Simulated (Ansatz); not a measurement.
# Te2Mo (Pm) in Ansatz: relaxation of cell and atoms with PBE+D3(BJ)

Aim: the relaxation of cell and atoms of Te2Mo with PBE+D3(BJ).

Program: Ansatz 0.2.0. These are calculated values, not measurements. Logs are shortened: lines on timing, memory, paths and dates and some standing lists are left out, and cuts for length are marked.

## Step 1: The crystal as given

Symmetry: Pm, No. 6, monoclinic system. Conventional cell: a = 6.346 Å, b = 3.494 Å, c = 14.866 Å, α = 90.00°, β = 92.12°, γ = 90.00°. Around Te (site symmetry m) lie 3 Mo at 2.82 to 2.84 Å. Around Te (site symmetry m) lie 3 Mo at 2.82 to 2.84 Å. Around Te (site symmetry m) lie 3 Mo at 2.70 to 2.71 Å. Te (site symmetry m) has 3 Mo at 2.70 to 2.71 Å as nearest neighbours. Te (site symmetry m) is surrounded by 3 Mo at 2.70 to 2.71 Å. Te (site symmetry m) is surrounded by 3 Mo at 2.70 to 2.71 Å. Around Te (site symmetry m) lie 3 Mo at 2.82 to 2.84 Å. Te (site symmetry m) has 3 Mo at 2.82 to 2.84 Å as nearest neighbours.

The cell is a database's computed one.

## Step 2: Relaxation of cell and atoms, PBE+D3(BJ)

input.yaml reads:

```yaml
crystal:
  lattice:
    - [6.3464495577, 0.0, 0.0]
    - [0.0, 3.49421554, 0.0]
    - [-0.5490254083, 0.0, 14.8561586148]
  atoms:
    - { symbol: Te, position: [0.06308657, 0.5, 0.40139181] }
    - { symbol: Te, position: [0.93626097, 0.0, 0.59892358] }
    - { symbol: Te, position: [0.56720469, 0.0, 0.36206281] }
    - { symbol: Te, position: [0.43253951, 0.5, 0.63827401] }
    - { symbol: Te, position: [0.09104745, 0.0, 0.13792275] }
    - { symbol: Te, position: [0.90945389, 0.5, 0.86175202] }
    - { symbol: Te, position: [0.58109276, 0.5, 0.09854983] }
    - { symbol: Te, position: [0.41934698, 0.0, 0.90115399] }
    - { symbol: Mo, position: [0.31968622, 0.0, 0.50682682] }
    - { symbol: Mo, position: [0.6797845, 0.5, 0.49352002] }
    - { symbol: Mo, position: [0.1814915, 0.5, 0.00653163] }
    - { symbol: Mo, position: [0.81900395, 0.0, 0.99308972] }
hamiltonian:
  xc: pbe
  pseudopotentials: { kind: paw }
  dispersion: d3bj
kpoints:
  mp_grid: { grid: [4, 8, 2] }
scf:
  occupations: { method: fermi_dirac, width: 0.05 }
output:
  forces: true
  stress: true
  eigenvalues: true
relax:
  f_tol: 0.01
  max_steps: 40
  cell: { stress_tol: 0.05 }
```

Potentials or basis: Ansatz PAW.

The run is started by

```sh
$ ansatz run input.yaml --threads 4 --pin off --max-ram 11264MiB --backend cpu --events-out ev --progress --plain --runs-dir out
```

The log of the run:

```text
Warning: RAYON_NUM_THREADS=4 ignored (pool sized by the plan → 4); use --threads N
Engine: ansatz 0.2.0, x86_64-unknown-linux-gnu
Pseudopotentials: kind: paw
Pseudopotential: Te, paw, valence charge 16, recommended cutoff 420 eV (normal), Te.paw.azcp
Pseudopotential: Mo, paw, valence charge 14, recommended cutoff 420 eV (normal), Mo.paw.azcp
Functional definition: PBE
  parameter kappa = 0.804
  parameter beta = 0.06672455060314922
  exchange = pbe_x(kappa = kappa, mu = beta*pi^2/3)
  correlation = pbe_c(beta = beta)
Crystal: 12 atoms, lattice volume = 329.448 Å³
Basis set: ecut = 420 eV, 6429 PW (Γ), exchange–correlation on 90×48×200 points (8 copies of the dense FFT grid, shifted against one another)
Bands: 111, of which v1, the nominal top of the filled ones, is band 92 counted from 1 (91 counted from 0)
Symmetry: 2 space group operations
Space group: Pm (ITA 6), of the structure as read, at distance tolerance 6.9e-5 Å
k-points: 30 of 64 (time reversal used)
Non-local potential: Te, projectors of the file, l = 0: 2, l = 1: 2, l = 2: 2, l = 3: 2
Non-local potential: Mo, projectors of the file, l = 0: 3, l = 1: 2, l = 2: 2, l = 3: 1
PAW form: soft (Blöchl's): semilocal exchange-correlation on the pseudo side does not see the compensation charge
PAW one-centre angular grid: Te, 590 points (default); XC on 64 Gauss nodes
PAW one-centre angular grid: Mo, 590 points (default); XC on 64 Gauss nodes
Initial density: superposition of atomic densities (neutral atoms: chi_scale 0, normalization atom), corrected by the library's trained network
Initial wavefunctions: pseudopotential atomic-orbital guess
Functional: x = pbe(κ = 0.804, μ = 0.2195149727645171), c = pbe(β = 0.06672455060314922)
SCF iter   1: F=—  HF=-75672.647953 eV  |F-HF|=—  |Δ(HF+E_count)|=         —  Δρ=5.25e-3  dr2=1.48e-1  ethr=1.77e-3  ⟨swp⟩=6.1  Hψ=12227  notcnv=0  defer=41
preconditioner: auto → LDOS  [metal: Δε(μ)=0.020 eV  Ē_g=7.116 eV  σ=0.050 eV  W_gap=0.10  n_scr=92 (ndim 8)  ℏωp=17.4 eV  f_vac=0.086  D(μ)=2.93/eV (n_scr^D=12)  β→1.0]
SCF iter   2: F=—  HF=-75672.715922 eV  |F-HF|=—  |Δ(HF+E_count)|=   6.80e-2  Δρ=6.64e-3  dr2=5.84e-1  ethr=8.04e-5  ⟨swp⟩=3.0  Hψ=5447  notcnv=0  defer=232
SCF iter   3: F=—  HF=-75672.658246 eV  |F-HF|=—  |Δ(HF+E_count)|=   5.77e-2  Δρ=1.30e-3  dr2=2.09e-2  ethr=8.04e-5  ⟨swp⟩=2.9  Hψ=4426  notcnv=0  defer=232
SCF iter   4: F=—  HF=-75672.655924 eV  |F-HF|=—  |Δ(HF+E_count)|=   2.32e-3  Δρ=2.68e-4  dr2=4.95e-4  ethr=1.13e-5  ⟨swp⟩=2.0  Hψ=3914  notcnv=0  defer=232
SCF iter   5: F=—  HF=-75672.655799 eV  |F-HF|=—  |Δ(HF+E_count)|=   1.25e-4  Δρ=5.11e-5  dr2=1.39e-5  ethr=2.69e-7  ⟨swp⟩=2.6  Hψ=4875  notcnv=0  defer=232
SCF iter   6: F=—  HF=-75672.655532 eV  |F-HF|=—  |Δ(HF+E_count)|=   2.67e-4  Δρ=1.30e-5  dr2=8.05e-7  ethr=7.54e-9  ⟨swp⟩=2.0  Hψ=5389  notcnv=0  defer=232
SCF iter   7: F=—  HF=-75672.655533 eV  |F-HF|=—  |Δ(HF+E_count)|=   4.04e-7  Δρ=5.31e-6  dr2=2.19e-7  ethr=5.43e-11  ⟨swp⟩=11.8  Hψ=15296  notcnv=0
SCF iter   8: F=-75672.655533 eV  HF=-75672.655533 eV  |F-HF|=1.75e-10  |Δ(HF+E_count)|=   2.42e-8  Δρ=1.65e-6  dr2=1.30e-8  ethr=5.43e-11  ⟨swp⟩=4.6  Hψ=10015  notcnv=0
SCF 1 converged in 8 iterations: F = -75672.655533 eV  dr2 = 1.30e-8
relax step   1: F+E_penalty+E_count = -75672.65553254 eV  Δ(F+E_penalty+E_count) = +0.000e0 eV  max|allowed force component| = 1.955e-1 eV/Å  Δτ_max = 0.0000 Å  P = -2.117 GPa  Ω = 329.448 Å³  (8 SCF iters, dr2 threshold 1.00e-7 eV, accepted)
Crystal: 12 atoms, lattice volume = 289.906 Å³
Basis set: ecut = 420 eV, 5703 PW (Γ), exchange–correlation on 90×48×200 points (8 copies of the dense FFT grid, shifted against one another)
Initial density: handed on by an earlier stage of this run
Initial wavefunctions: those handed on with the density
iter 1 solved again at ethr=1.74e-4 eV; its pass at ethr=3.10e-3 eV (dr2=3.21e-1 eV) is discarded
[... 112 lines left out ...]
  E_nonlocal   = -1906.268883
  E_hartree    = 7914.486131
  E_xc         = -1733.282131
  E_vxc        = -1756.270173  (∫ρ·V_xc dr)
  E_paw        = -50107.325237  (= ΣΔE_a)
  E_vpaw       = -3619.995770  (= ΣTr[D̂ρ^β])
  E_aug_tail   = -0.001221  (compensation charges beyond the density's cutoff)
  E_ewald      = -19087.211175
  E_disp       = -6.619725  (pairwise vdW)
  E_smearing   = -0.034527  (= −TS)
  E_closure    = -0.000000  (closes the sum)
  Σ components = -75673.056572   (vs F -75673.056572, Δ=0.00e0)
--- Forces (eV/Å), atoms counted from 1 ---
  atom   1  Te    -0.00069275    -0.00000000     0.00178143
  atom   2  Te     0.00089303     0.00000000    -0.00236233
  atom   3  Te    -0.00112051     0.00000000     0.00211763
  atom   4  Te     0.00098197    -0.00000000    -0.00272882
  atom   5  Te    -0.00174121    -0.00000000    -0.00233469
  atom   6  Te     0.00188244     0.00000000     0.00285597
  atom   7  Te    -0.00023827    -0.00000000    -0.00250569
  atom   8  Te     0.00018394     0.00000000     0.00315300
  atom   9  Mo     0.00286913    -0.00000000     0.00091066
  atom  10  Mo    -0.00285721     0.00000000    -0.00055979
  atom  11  Mo    -0.00374955     0.00000000    -0.00048035
  atom  12  Mo     0.00358899    -0.00000000     0.00015303
  max |Σ_I F_I| component: 4.32e-8 eV/Å
--- Stress (GPa, compression-positive) ---
       -0.002577      -0.000000      -0.006166
       -0.000000       0.008527      -0.000000
       -0.006166      -0.000000      -0.024950
  P = ⅓ Tr σ = -0.0063 GPa (-0.063 kbar)
--- Band table (eV; the first three rows and the last of 30) ---
  k-point 0: bands = ["-47.8108", "-47.7857", "-47.7502", "-47.7260", "-23.8362", "-23.8293", "-23.8241", "-23.8235", "-23.8015", "-23.7977", "-23.7945", "-23.7922", "-23.7891", "-23.7875", "-23.7872", "-23.7835", "-23.7764", "-23.7739", "-23.7698", "-23.7672", "-23.7642", "-23.7634", "-23.7618", "-23.7564", "-23.7537", "-23.7465", "-23.7407", "-23.7355", "-23.7348", "-23.7341", "-23.7312", "-23.7306", "-23.7199", "-23.7194", "-23.7125", "-23.7048", "-23.6978", "-23.6966", "-23.6933", "-23.6851", "-23.6644", "-23.6562", "-23.6494", "-23.6447", "-22.0677", "-22.0418", "-21.9693", "-21.9556", "-21.9427", "-21.9313", "-21.8032", "-21.8007", "-21.7792", "-21.7739", "-21.6461", "-21.6204", "-0.1439", "0.3514", "0.7604", "1.5531", "1.7367", "1.9812", "2.0681", "2.3857", "7.1491", "7.2322", "7.6265", "7.9524", "8.6224", "8.8189", "8.8665", "9.1387", "9.5351", "10.5906", "10.6144", "10.6697", "10.7308", "10.7465", "11.0408", "11.1753", "11.3821", "11.4580", "11.8047", "12.0176", "12.2245", "12.4248", "12.6316", "12.8254", "12.9368", "13.0476", "13.3807", "13.7026", "13.7219", "14.0081", "14.0545", "14.2163", "14.2706", "15.0405", "15.1716", "15.2773", "15.5229", "16.0499", "16.0877", "16.2049", "16.2544", "16.5025", "16.6836", "16.9591", "17.8149", "17.9513", "18.3188"]
  k-point 1: bands = ["-47.8108", "-47.7857", "-47.7502", "-47.7260", "-23.8362", "-23.8293", "-23.8241", "-23.8235", "-23.8014", "-23.7977", "-23.7945", "-23.7922", "-23.7890", "-23.7875", "-23.7873", "-23.7835", "-23.7764", "-23.7739", "-23.7698", "-23.7672", "-23.7639", "-23.7636", "-23.7619", "-23.7563", "-23.7537", "-23.7463", "-23.7407", "-23.7355", "-23.7349", "-23.7341", "-23.7312", "-23.7306", "-23.7199", "-23.7194", "-23.7125", "-23.7048", "-23.6978", "-23.6966", "-23.6934", "-23.6851", "-23.6644", "-23.6562", "-23.6494", "-23.6447", "-22.0677", "-22.0418", "-21.9693", "-21.9555", "-21.9427", "-21.9313", "-21.8032", "-21.8007", "-21.7792", "-21.7739", "-21.6461", "-21.6204", "0.0064", "0.0423", "1.2308", "1.2614", "1.7574", "1.7616", "2.3061", "2.3189", "7.2913", "7.3608", "7.7237", "7.7755", "8.2233", "8.4239", "9.0149", "9.3656", "10.1532", "10.3651", "10.6472", "10.6671", "10.6920", "10.7196", "10.9983", "11.0392", "11.3759", "11.5284", "11.8019", "11.9007", "12.3942", "12.4797", "12.5178", "12.5892", "13.1638", "13.1789", "13.4578", "13.5437", "13.7185", "13.8289", "14.1083", "14.1724", "14.7282", "14.9983", "15.2625", "15.3036", "15.3041", "15.3062", "16.4198", "16.4313", "16.5358", "16.5515", "16.5561", "16.5687", "18.0395", "18.2074", "18.3951"]
  k-point 2: bands = ["-47.8077", "-47.7826", "-47.7517", "-47.7275", "-23.8339", "-23.8268", "-23.8248", "-23.8231", "-23.7990", "-23.7983", "-23.7938", "-23.7914", "-23.7889", "-23.7882", "-23.7872", "-23.7806", "-23.7739", "-23.7735", "-23.7718", "-23.7697", "-23.7640", "-23.7633", "-23.7623", "-23.7579", "-23.7530", "-23.7473", "-23.7407", "-23.7372", "-23.7346", "-23.7337", "-23.7307", "-23.7274", "-23.7209", "-23.7202", "-23.7122", "-23.7048", "-23.6976", "-23.6973", "-23.6932", "-23.6868", "-23.6641", "-23.6561", "-23.6492", "-23.6446", "-22.0640", "-22.0379", "-21.9908", "-21.9643", "-21.9458", "-21.9214", "-21.8283", "-21.8040", "-21.7844", "-21.7580", "-21.6467", "-21.6211", "0.0333", "0.5252", "0.8854", "1.6565", "1.8322", "2.0930", "2.1395", "2.4835", "7.3307", "7.4180", "7.7898", "8.0732", "8.6495", "8.9246", "9.0425", "9.0740", "9.4783", "10.1891", "10.2893", "10.4202", "10.5538", "10.7922", "10.9475", "11.0614", "11.3481", "11.3588", "11.4314", "11.8960", "12.0280", "12.1645", "12.2415", "12.2891", "12.6902", "12.9714", "13.0044", "13.2171", "13.2782", "13.7963", "14.3408", "14.4533", "14.4947", "15.0121", "15.0296", "15.2097", "15.3149", "15.3852", "15.5911", "15.8375", "15.9563", "16.4421", "16.5751", "16.5823", "18.0888", "18.1390", "19.1166"]
  k-point 29: bands = ["-47.7749", "-47.7749", "-47.7502", "-47.7502", "-23.8382", "-23.8381", "-23.8073", "-23.8072", "-23.8035", "-23.8034", "-23.8014", "-23.8013", "-23.7809", "-23.7808", "-23.7765", "-23.7763", "-23.7728", "-23.7727", "-23.7682", "-23.7681", "-23.7662", "-23.7660", "-23.7563", "-23.7562", "-23.7483", "-23.7481", "-23.7455", "-23.7453", "-23.7354", "-23.7352", "-23.7262", "-23.7260", "-23.7095", "-23.7094", "-23.7075", "-23.7073", "-23.6980", "-23.6979", "-23.6946", "-23.6944", "-23.6590", "-23.6588", "-23.6460", "-23.6458", "-22.0984", "-22.0984", "-22.0714", "-22.0714", "-21.8786", "-21.8786", "-21.8547", "-21.8547", "-21.7044", "-21.7044", "-21.6785", "-21.6785", "2.1009", "2.1010", "2.2216", "2.2216", "2.4315", "2.4317", "2.5198", "2.5199", "7.1726", "7.1726", "7.2617", "7.2617", "8.1411", "8.1412", "8.2919", "8.2920", "9.5297", "9.5298", "9.7478", "9.7480", "10.4741", "10.4743", "10.5799", "10.5801", "10.9362", "10.9362", "10.9544", "10.9545", "11.2930", "11.2930", "11.4092", "11.4093", "12.1618", "12.1618", "12.2552", "12.2553", "14.2818", "14.2818", "14.2849", "14.2849", "14.8920", "14.8920", "15.0171", "15.0171", "15.3421", "15.3424", "15.5327", "15.5331", "16.4722", "16.4723", "16.6763", "16.6765", "17.7909", "17.7909", "17.9895"]
--- Relaxed structure (8 steps of the walk, 7 accepted, 1 SCFs on fresh bases) ---
  F+E_penalty+E_count = -75673.05657178 eV   max|allowed force component| = 3.750e-3 eV/Å   (the final SCF, on the basis selected at the relaxed cell)
  cell:  # Å, volume = 291.3713 Å³
    - [6.336386853427983, 1.3561778089438646e-17, -0.061076818750077234]
    - [7.466816732617615e-18, 3.4725757798487686, 8.422871423072604e-17]
    - [-0.6911272588729408, 3.5693724446861145e-16, 13.24865617361651]
  atoms:
    - { symbol: Te, position: [0.05616603469752475, 0.49999999999999994, 0.393026390806532] }
    - { symbol: Te, position: [0.9437875044722468, -7.62153050890213e-18, 0.6069967691939219] }
    - { symbol: Te, position: [0.5603500908678539, 1.6141794918248982e-17, 0.3449644379404382] }
    - { symbol: Te, position: [0.43961132685998805, 0.49999999999999994, 0.6550620488278126] }
    - { symbol: Te, position: [0.09419007857543615, -1.662566401194133e-17, 0.15553366566663743] }
    - { symbol: Te, position: [0.9058493086595526, 0.4999999999999999, 0.8444403009441827] }
    - { symbol: Te, position: [0.5860403211384745, 0.5, 0.10659709969422253] }
    - { symbol: Te, position: [0.41400500478936014, 7.340419711808537e-18, 0.89337857047934] }
    - { symbol: Mo, position: [0.3197347937437501, 4.460030241251991e-19, 0.5063543864394942] }
    - { symbol: Mo, position: [0.680220011269466, 0.49999999999999994, 0.493670945934819] }
    - { symbol: Mo, position: [0.18223331772447657, 0.5, 0.007664243664732166] }
    - { symbol: Mo, position: [0.8178111972018697, 7.359750549798561e-19, 0.9923101304078675] }
```

Run time: 3.2 min. Hardware: 4 threads of Intel Xeon Platinum 8375C at 2.90GHz (Ice Lake), shared host; peak memory 1.6 GiB.

Results:

- Free energy: -75673.0566 eV
- Relaxed volume: 24.28 Å³/atom
- Relaxed cell: a = 6.337 Å, b = 3.473 Å, c = 13.267 Å, α = 90.00°, β = 93.54°, γ = 90.00°
- Space group after relaxing (to 0.05 Å): P2_1/m (No. 11)
- Energy gained by relaxing: 33.4 meV/atom
- Ionic steps: 8
- Pressure after relaxing: 0.0 GPa
- Largest force after relaxing: 0.004 eV/Å
- Band gap on the k mesh: none (metal or under the smearing width)

Forces on the atoms (eV/Å):
```
Te  -0.001  0.000  0.002
Te   0.001  0.000 -0.002
Te  -0.001  0.000  0.002
Te   0.001  0.000 -0.003
Te  -0.002  0.000 -0.002
Te   0.002  0.000  0.003
Te   0.000  0.000 -0.003
Te   0.000  0.000  0.003
Mo   0.003  0.000  0.001
Mo  -0.003  0.000 -0.001
Mo  -0.004  0.000  0.000
Mo   0.004  0.000  0.000
```

The path:
```
step  energy change (eV)  largest force (eV/Å)  volume (Å³)
   1              0.0000                0.1956       329.45
   2             -0.1045                0.1809       289.91
   3             -0.3156                0.1606       300.79
   4             -0.3849                0.1204       295.10
   5             -0.4038                0.0952       290.83
   6             -0.4066                0.0252       291.54
   7             -0.4068                0.0038       291.37
   8             -0.4010                0.0038       291.37
```

Final structure:
```xyz
12
Lattice="6.3364 0.0000 -0.0611 0.0000 3.4726 0.0000 -0.6911 0.0000 13.2487" Properties=species:S:1:pos:R:3 pbc="T T T"
Te    0.0843    1.7363    5.2036
Te    5.5607    0.0000    7.9842
Te    3.3122    0.0000    4.5361
Te    2.3328    1.7363    8.6518
Te    0.4893    0.0000    2.0549
Te    5.1562    1.7363   11.1324
Te    3.6397    1.7363    1.3765
Te    2.0059    0.0000   11.8108
Mo    1.6760    0.0000    6.6890
Mo    3.9689    1.7363    6.4989
Mo    1.1494    1.7363    0.0904
Mo    4.4962    0.0000   13.0968
```

Caveat: the plane-wave basis is chosen anew once the cell has moved, so the energies of steps on either side of that aren't comparable.
